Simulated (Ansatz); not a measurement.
# WS2: the cost of one run

Program: Ansatz 0.2.0. Level of theory: DFT PBE+D3(BJ), scalar-relativistic, plane waves, PAW. These are calculated values, not measurements.

3 further runs of the same task are left out: 1 that didn't finish, 2 set aside as unsound or not needed.

**1. Starting point**

The structure is trigonal, space group R3m (No. 160). Conventional cell: a = 3.157 Å, b = 3.157 Å, c = 18.117 Å, α = 90.00°, β = 90.00°, γ = 120.00°. Around W (site symmetry 3m) lie 6 S at 2.41 Å. Around S (site symmetry 3m) lie 3 W at 2.41 Å.

Structure file:

```cif
data_structure
_symmetry_space_group_name_H-M 'R3m:H'
_symmetry_Int_Tables_number 160
_cell_length_a 3.1571
_cell_length_b 3.1571
_cell_length_c 18.1168
_cell_angle_alpha 90.000
_cell_angle_beta 90.000
_cell_angle_gamma 120.000
_cell_volume 156.38
loop_
_atom_site_label
_atom_site_type_symbol
_atom_site_symmetry_multiplicity
_atom_site_Wyckoff_symbol
_atom_site_fract_x
_atom_site_fract_y
_atom_site_fract_z
_atom_site_occupancy
W1 W 3 a 0.66667 0.33333 0.33268 1
S1 S 3 a 0.66667 0.33333 0.08612 1
S2 S 3 a 0.33333 0.66667 0.24583 1
```

It is the result of an earlier relaxation at this level (volume 17.38 Å³/atom; gap on the mesh: 0.91 eV).

**2. Static run: bands, density of states and charges**

Contents of input.yaml:

```yaml
crystal:
  lattice:
    - [1.5785298766, 0.9113646492, 6.0389208993]
    - [-1.5785298766, 0.9113646492, 6.0389208993]
    - [0.0, -1.8227292984, 6.0389208993]
  atoms:
    - { symbol: W, position: [0.000655953, 0.000655953, 0.000655953] }
    - { symbol: S, position: [0.2472102159, 0.2472102159, 0.2472102159] }
    - { symbol: S, position: [0.4208338311, 0.4208338311, 0.4208338311] }
basis:
  ecutwfc: 420
kpoints:
  mp_grid: { grid: [12, 12, 12] }
  band_path:
    path:
      - [[0.0, 0.0, 0.0], [-0.5, -0.5, -0.5], [-0.5, -0.18185025, -0.81814975]]
      - [[-0.18185025, 0.18185025, -0.5], [0.0, 0.0, -0.5], [0.0, 0.0, 0.0], [0.0, 0.34092513, -0.34092513]]
      - [[-0.34092513, 0.0, -0.65907487], [-0.5, 0.0, -0.5], [0.0, 0.0, 0.0]]
    npoints: 14
hamiltonian:
  xc: pbe
  dispersion: d3bj
scf:
  occupations: { method: gaussian, width: 0.02 }
  n_extra_bands: 7
output:
  forces: true
  stress: true
  eigenvalues: true
  populations: true
  dos: { projected: true, de: 0.02, nscf_kmesh: { grid: [18, 18, 18] } }
  bader: true
```

Command:

```bash
$ ansatz run input.yaml --threads 1 --pin off --max-ram 2560MiB --backend cpu --events-out ev --progress --plain --runs-dir out
```

What time and memory should one allow on 1 thread of AMD EPYC 9R45 (Zen 5), shared host?

About 48 s, with a peak of 0.62 GiB.
